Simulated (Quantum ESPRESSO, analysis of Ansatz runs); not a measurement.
# Migration in In2O3 (R-3c): V_O hop (2.8 Å), charge 0 (Quantum ESPRESSO)

How high is the barrier when O changes place in In2O3 (R-3c)? The case: V_O hop (2.8 Å), charge 0, in a cell of 80 host atoms with 1 O taken out.

Calculated with Quantum ESPRESSO 7.5; Quantum ESPRESSO plane-wave DFT, PBEsol, GBRV 1.5 PBEsol potentials; nudged elastic band between two relaxed defect structures.

**1. The structure**

The cell holds 79 atoms: 32 In and 47 O. Its edges and angles: a = 11.552 Å, b = 11.552 Å, c = 11.552 Å, α = 56.8°, β = 56.8°, γ = 56.8°. It derives from In2O3 (space group R-3c). Nearest the centre at fractional (0.375, 0.449, 0.801): O37 at 1.42 Å, In12 at 1.73 Å, In11 at 1.77 Å, O6 at 2.47 Å, In73 at 2.63 Å, O38 at 2.65 Å, In33 at 2.67 Å, O19 at 2.68 Å.

The cell's shortest repeat is 11.0 Å.

**2. Relaxation of the start point, charge 0**

A barrier is counted from a minimum, so both ends are relaxed first. Small random displacements break the symmetry of the ideal sites, so that the defect can distort if it gains by it.

pw.in reads:

```
&CONTROL
  calculation = 'relax'
  prefix = 'pwscf'
  outdir = './tmp'
  pseudo_dir = './pseudo'
  tprnfor = .true.
  disk_io = 'low'
  nstep = 70
  forc_conv_thr = 0.0012
  etot_conv_thr = 0.0001
/
&SYSTEM
  ibrav = 0
  nat = 79
  ntyp = 2
  ecutwfc = 36
  ecutrho = 288
  nbnd = 353
  occupations = 'fixed'
  nosym = .true.
/
&ELECTRONS
  conv_thr = 8d-08
  electron_maxstep = 100
  mixing_beta = 0.5
/
&IONS
  ion_dynamics = 'bfgs'
/
ATOMIC_SPECIES
In   114.8180 in_pbesol_v1.4.uspp.F.UPF
O     15.9990 o_pbesol_v1.2.uspp.F.UPF
CELL_PARAMETERS angstrom
   5.4978745703    3.1741994431    9.6511633505
  -5.4978745703    3.1741994431    9.6511633505
   0.0000000000   -6.3483986861    9.6511633503
ATOMIC_POSITIONS crystal
In     0.3212012269    0.3212012269    0.3212012269
In     0.4287987731    0.4287987731    0.4287987731
In     0.1800340376    0.1798043797    0.1754872345
In     0.0712012270    0.0712012270    0.0712012270
O      0.0229817708    0.3750000000    0.2270182292
O      0.3745607087    0.2241792736    0.0253603287
O      0.2270182292    0.0229817708    0.3750000000
O      0.4770182292    0.1250000000    0.2729817708
O      0.2720031440    0.4757013317    0.1242015918
O      0.1250000000    0.2729817708    0.4770182292
In     0.3180377530    0.3224835514    0.8214627896
In     0.4279187314    0.4307489530    0.9261189692
In     0.1787987730    0.1787987730    0.6787987730
In     0.0712012270    0.0712012270    0.5712012270
O      0.0229817708    0.3750000000    0.7270182292
O      0.3750000000    0.2270182292    0.5229817708
O      0.2270182292    0.0229817708    0.8750000000
O      0.4750996396    0.1279913678    0.7732539582
O      0.2736727668    0.4791567558    0.6218799301
O      0.1269645988    0.2728340685    0.9739828662
In     0.3212012269    0.8212012270    0.3212012269
In     0.4287987731    0.9287987730    0.4287987731
In     0.1787987730    0.6787987730    0.1787987730
In     0.0697669360    0.5717022893    0.0693701595
O      0.0229817708    0.8750000000    0.2270182292
O      0.3750000000    0.7270182292    0.0229817708
O      0.2270182292    0.5229817708    0.3750000000
O      0.4770182292    0.6250000000    0.2729817708
O      0.2729817708    0.9770182292    0.1250000000
O      0.1250000000    0.7729817708    0.4770182292
In     0.3212012269    0.8212012270    0.8212012270
In     0.4287987731    0.9287987730    0.9287987730
In     0.1766043969    0.6798756620    0.6774792042
In     0.0712012270    0.5712012270    0.5712012270
O      0.0229817708    0.8750000000    0.7270182292
O      0.3739432353    0.7301068216    0.5228158518
O      0.2269148776    0.5241567870    0.8768282214
O      0.4767666168    0.6223022443    0.7757189153
O      0.2729817708    0.9770182292    0.6250000000
O      0.1250000000    0.7729817708    0.9770182292
In     0.8212012270    0.3212012269    0.3212012269
In     0.9287987730    0.4287987731    0.4287987731
In     0.6787987730    0.1787987730    0.1787987730
In     0.5723200904    0.0693199425    0.0737229664
O      0.5229817708    0.3750000000    0.2270182292
O      0.8750000000    0.2270182292    0.0229817708
O      0.7270182292    0.0229817708    0.3750000000
O      0.9770182292    0.1250000000    0.2729817708
O      0.7729817708    0.4770182292    0.1250000000
O      0.6250000000    0.2729817708    0.4770182292
In     0.8212012270    0.3212012269    0.8212012270
In     0.9287987730    0.4287987731    0.9287987730
In     0.6773556741    0.1806270969    0.6806495500
In     0.5712012270    0.0712012270    0.5712012270
O      0.8750000000    0.2270182292    0.5229817708
O      0.7270182292    0.0229817708    0.8750000000
O      0.9770182292    0.1250000000    0.7729817708
O      0.7729817708    0.4770182292    0.6250000000
O      0.6233222043    0.2741576655    0.9794791296
In     0.8212012270    0.8212012270    0.3212012269
In     0.9287987730    0.9287987730    0.4287987731
In     0.6787987730    0.6787987730    0.1787987730
In     0.5712012270    0.5712012270    0.0712012270
O      0.5229817708    0.8750000000    0.2270182292
O      0.8750000000    0.7270182292    0.0229817708
O      0.7270182292    0.5229817708    0.3750000000
O      0.9770182292    0.6250000000    0.2729817708
O      0.7729817708    0.9770182292    0.1250000000
O      0.6250000000    0.7729817708    0.4770182292
In     0.8212012270    0.8212012270    0.8212012270
In     0.9287987730    0.9287987730    0.9287987730
In     0.6787987730    0.6787987730    0.6787987730
In     0.5695249466    0.5710222874    0.5700703267
O      0.5229817708    0.8750000000    0.7270182292
O      0.8750000000    0.7270182292    0.5229817708
O      0.7270182292    0.5229817708    0.8750000000
O      0.9770182292    0.6250000000    0.7729817708
O      0.7729817708    0.9770182292    0.6250000000
O      0.6250000000    0.7729817708    0.9770182292
K_POINTS gamma
```

Launch:

```sh
OMP_NUM_THREADS=1 mpirun -n 4 pw.x -in pw.in > pw.out
```

Log:

```text
[shortened: banners, details of potentials and solvers, and blank lines are left out]
     gamma-point specific algorithms are used
     one sub-group per band group will be used
     scalapack distributed-memory algorithm (size of sub-group:  2*  2 procs)
     bravais-lattice index     =            0
     lattice parameter (alat)  =      21.8300  a.u.
     unit-cell volume          =    6819.5630 (a.u.)^3
     number of atoms/cell      =           79
     number of atomic types    =            2
     number of electrons       =       698.00
     number of Kohn-Sham states=          353
     kinetic-energy cutoff     =      36.0000  Ry
     charge density cutoff     =     288.0000  Ry
     scf convergence threshold =      8.0E-08
     mixing beta               =       0.5000
     number of iterations used =            8  plain     mixing
     energy convergence thresh.=      1.0E-04
     force convergence thresh. =      1.2E-03
     Exchange-correlation= SLA  PW   PSX  PSC
                           (   1   4  10   8   0   0   0)
     nstep                     =           70
     crystal axes: (cart. coord. in units of alat)
               a(1) = (   0.475927   0.274777   0.835459 )
               a(2) = (  -0.475927   0.274777   0.835459 )
               a(3) = (   0.000000  -0.549553   0.835459 )
     PseudoPot. # 1 for In read from file:
     in_pbesol_v1.4.uspp.F.UPF
     Pseudo is Ultrasoft + core correction, Zval = 13.0
[...]
PseudoPot. # 2 for O  read from file:
     o_pbesol_v1.2.uspp.F.UPF
     Pseudo is Ultrasoft + core correction, Zval =  6.0
[...]
atomic species   valence    mass     pseudopotential
     In               13.00   114.81800     In( 1.00)
     O                 6.00    15.99900     O ( 1.00)
     No symmetry found
     site n.     atom                  positions (alat units)
         1        In     tau(   1) = (   0.0000000   0.0000000   0.8050512  )
         2        In     tau(   2) = (   0.0000000   0.0000000   1.0747312  )
         3        In     tau(   3) = (   0.0001093   0.0024356   0.4472426  )
         4        In     tau(   4) = (   0.0000000   0.0000000   0.1784571  )
         5        O      tau(   5) = (  -0.1675349  -0.0154025   0.5221618  )
         6        O      tau(   6) = (   0.0715706   0.1505828   0.5214101  )
         7        O      tau(   7) = (   0.0971064  -0.1373882   0.5221618  )
         8        O      tau(   8) = (   0.1675349   0.0154025   0.7310265  )
[...]
number of k points=     1
                       cart. coord. in units 2pi/alat
        k(    1) = (   0.0000000   0.0000000   0.0000000), wk =   2.0000000
     Dense  grid:   281435 G-vectors     FFT dimensions: ( 120, 120, 120)
     Smooth grid:    99485 G-vectors     FFT dimensions: (  90,  90,  90)
     starting charge     649.9999, renormalised to     698.0000
     Self-consistent Calculation
     iteration #  1     ecut=    36.00 Ry     beta= 0.50
     total energy              =   -5767.01982973 Ry
     estimated scf accuracy    <      40.23095445 Ry
     iteration #  2     ecut=    36.00 Ry     beta= 0.50
     total energy              =   -5778.16215312 Ry
     estimated scf accuracy    <       4.92922404 Ry
     iteration #  3     ecut=    36.00 Ry     beta= 0.50
     total energy              =   -5779.01545883 Ry
     estimated scf accuracy    <       0.23931895 Ry
[...]
estimated scf accuracy    <       0.00001630 Ry
     iteration # 10     ecut=    36.00 Ry     beta= 0.50
     total energy              =   -5779.03447846 Ry
     estimated scf accuracy    <       0.00000148 Ry
[... 109 further cycles ...]
     iteration #  7     ecut=    36.00 Ry     beta= 0.50
     total energy              =   -5779.08109052 Ry
     estimated scf accuracy    <          1.6E-09 Ry
     iteration #  8     ecut=    36.00 Ry     beta= 0.50
     End of self-consistent calculation
          k = 0.0000 0.0000 0.0000 ( 12405 PWs)   bands (ev):
    -8.8013  -8.4104  -8.3586  -8.3256  -8.3251  -8.3023  -8.2334  -8.2186
    -8.2114  -8.2058  -8.2034  -8.1728  -8.0850  -8.0592  -8.0591  -8.0072
    -7.9277  -7.9228  -7.8893  -7.8864  -7.8703  -7.8555  -7.8245  -7.8107
    -7.7966  -7.7951  -7.7921  -7.7859  -7.7762  -7.7678  -7.7565  -7.7533
    -7.7402  -7.7365  -7.7222  -7.7128  -7.7101  -7.7035  -7.7002  -7.6964
    -7.6936  -7.6446  -7.6405  -7.6092  -7.5654  -7.5383  -7.5350  -3.6316
    -3.6245  -3.6012  -3.5789  -3.5788  -3.5677  -3.5579  -3.5539  -3.5509
    -3.5138  -3.5102  -3.4834  -3.4827  -3.4802  -3.4610  -3.4560  -3.4527
[...]
13.0886
     highest occupied, lowest unoccupied level (ev):     9.6322   11.6861
!    total energy              =   -5779.08109052 Ry
     estimated scf accuracy    <          3.3E-10 Ry
     The total energy is the sum of the following terms:
     one-electron contribution =   -1434.32081672 Ry
     hartree contribution      =    1320.41087075 Ry
     xc contribution           =   -1540.94162811 Ry
     ewald contribution        =   -4124.22951643 Ry
     convergence has been achieved in   8 iterations
     Forces acting on atoms (cartesian axes, Ry/au):
     atom    1 type  1   force =    -0.00026931    0.00009560    0.00057860
     atom    2 type  1   force =     0.00028490   -0.00002358    0.00029767
     atom    3 type  1   force =     0.00015830    0.00122065   -0.00006395
     atom    4 type  1   force =     0.00036633   -0.00078755   -0.00100621
     atom    5 type  2   force =    -0.00059663   -0.00074486    0.00006731
     atom    6 type  2   force =     0.00019900    0.00015177   -0.00002717
     atom    7 type  2   force =     0.00015973   -0.00022441    0.00038882
     atom    8 type  2   force =     0.00005544    0.00067916    0.00038999
[...]
Total force =     0.006632     Total SCF correction =     0.000064
     Energy error            =      1.0E-04 Ry
     Gradient error          =      1.3E-03 Ry/Bohr
     number of scf cycles    =  14
     number of bfgs steps    =  13
     energy             old  =   -5779.0809883098 Ry
     energy             new  =   -5779.0810905171 Ry
     CASE: energy            _new < energy            _old
     new trust radius        =       0.0050611319 bohr
     new conv_thr            =       0.0000000008 Ry
ATOMIC_POSITIONS (crystal)
In               0.3199392069        0.3207339125        0.3258818211
In               0.4292689631        0.4299482316        0.4282881624
In               0.1793169464        0.1785888411        0.1798143913
In               0.0696022319        0.0712720248        0.0721512792
O                0.0234562307        0.3750973448        0.2263131143
O                0.3788571734        0.2319278716        0.0123521358
O                0.2271566734        0.0230915278        0.3748745964
O                0.4753008876        0.1291539881        0.2689856957
[...]
Self-consistent Calculation
     iteration #  1     ecut=    36.00 Ry     beta= 0.50
     total energy              =   -5779.08114709 Ry
     estimated scf accuracy    <       0.00003955 Ry
     iteration #  2     ecut=    36.00 Ry     beta= 0.50
     total energy              =   -5779.08115230 Ry
     estimated scf accuracy    <       0.00001961 Ry
     iteration #  3     ecut=    36.00 Ry     beta= 0.50
     total energy              =   -5779.08115661 Ry
     estimated scf accuracy    <       0.00000244 Ry
[...]
estimated scf accuracy    <       0.00000004 Ry
     iteration #  6     ecut=    36.00 Ry     beta= 0.50
     total energy              =   -5779.08115703 Ry
     estimated scf accuracy    <          6.2E-09 Ry
     iteration #  7     ecut=    36.00 Ry     beta= 0.50
     total energy              =   -5779.08115703 Ry
     estimated scf accuracy    <          1.4E-09 Ry
     iteration #  8     ecut=    36.00 Ry     beta= 0.50
     End of self-consistent calculation
          k = 0.0000 0.0000 0.0000 ( 12405 PWs)   bands (ev):
    -8.8016  -8.4109  -8.3605  -8.3253  -8.3239  -8.3018  -8.2373  -8.2189
    -8.2125  -8.2046  -8.2035  -8.1717  -8.0846  -8.0601  -8.0599  -8.0085
    -7.9302  -7.9244  -7.8909  -7.8862  -7.8707  -7.8554  -7.8265  -7.8094
    -7.7996  -7.7961  -7.7933  -7.7869  -7.7770  -7.7680  -7.7569  -7.7522
    -7.7390  -7.7359  -7.7209  -7.7140  -7.7083  -7.7025  -7.6994  -7.6954
    -7.6922  -7.6444  -7.6395  -7.6079  -7.5656  -7.5373  -7.5340  -3.6322
    -3.6252  -3.6017  -3.5802  -3.5791  -3.5682  -3.5586  -3.5544  -3.5518
    -3.5145  -3.5108  -3.4839  -3.4835  -3.4808  -3.4617  -3.4568  -3.4530
[...]
13.0890
     highest occupied, lowest unoccupied level (ev):     9.6327   11.6875
!    total energy              =   -5779.08115703 Ry
     estimated scf accuracy    <          1.2E-10 Ry
     The total energy is the sum of the following terms:
     one-electron contribution =   -1434.37633501 Ry
     hartree contribution      =    1320.43802006 Ry
     xc contribution           =   -1540.94315102 Ry
     ewald contribution        =   -4124.19969107 Ry
     convergence has been achieved in   8 iterations
     Forces acting on atoms (cartesian axes, Ry/au):
     atom    1 type  1   force =    -0.00022440    0.00034182    0.00038426
     atom    2 type  1   force =     0.00037503    0.00057051   -0.00010087
     atom    3 type  1   force =     0.00027165    0.00054718    0.00035907
     atom    4 type  1   force =     0.00017696   -0.00030597   -0.00082460
     atom    5 type  2   force =    -0.00030842   -0.00032545    0.00002015
     atom    6 type  2   force =     0.00019754   -0.00019233   -0.00007167
     atom    7 type  2   force =    -0.00034466    0.00006850    0.00014397
     atom    8 type  2   force =     0.00023747    0.00057324    0.00035824
[...]
Total force =     0.005253     Total SCF correction =     0.000043
     Energy error            =      6.7E-05 Ry
     Gradient error          =      1.0E-03 Ry/Bohr
     bfgs converged in  15 scf cycles and  14 bfgs steps
     (criteria: energy <  1.0E-04 Ry, force <  1.2E-03 Ry/Bohr)
     End of BFGS Geometry Optimization
     Final energy             =   -5779.0811570308 Ry
Begin final coordinates
ATOMIC_POSITIONS (crystal)
In               0.3199392069        0.3207339125        0.3258818211
In               0.4292689631        0.4299482316        0.4282881624
In               0.1793169464        0.1785888411        0.1798143913
In               0.0696022319        0.0712720248        0.0721512792
O                0.0234562307        0.3750973448        0.2263131143
O                0.3788571734        0.2319278716        0.0123521358
O                0.2271566734        0.0230915278        0.3748745964
O                0.4753008876        0.1291539881        0.2689856957
[...]
End final coordinates
   JOB DONE.
```

Wall time 19 min (4 MPI ranks of Arm Neoverse V1, shared host); peak memory 1.9 GiB.

The steps of the relaxation:

```tsv
step	energy less that of the first step (eV)
0	0.0000
1	-0.2367
2	-0.3948
3	-0.5090
4	-0.5442
5	-0.5793
6	-0.5992
7	-0.6069
8	-0.6146
9	-0.6224
10	-0.6260
11	-0.6302
12	-0.6328
13	-0.6342
14	-0.6351
```

The atoms that moved most (Å):

```tsv
atom	dx	dy	dz	length
In53	0.149	0.021	-0.108	0.185
In73	-0.051	0.118	0.114	0.171
In12	-0.041	-0.110	0.108	0.160
O6	-0.019	0.121	-0.009	0.123
In11	-0.026	-0.085	-0.079	0.119
O37	0.090	0.052	-0.013	0.105
O59	-0.004	0.062	-0.082	0.103
O20	-0.058	-0.082	0.002	0.101
```

Neighbours of O37 at the end:

```tsv
atom	distance (Å)
In33	2.140
In24	2.193
In12	2.214
In11	2.243
O6	2.715
O19	2.868
O9	2.972
O38	3.000
```

This step gave:

- highest filled level: 9.633 eV
- lowest empty level: 11.69 eV
- r.m.s. move of the farther half of the atoms: 0.02258 Å
- largest move from the ideal geometry of this structure, a common shift of the far atoms taken out: 0.1613 Å

The relaxation gained 0.635 eV and ended with a largest force component of 0.026 eV/Å.

(Continued in part 2 of 3.)

[Logs are printed without paths, hosts, clocks, repeated set-up lines and the standing remarks that a program may print on its own settings, such as how far it seeks lower states.]

[Hosts, paths, dates, database ids (printed as entryN), source tags and the programs' standing remarks are cut or masked in the printed files.]
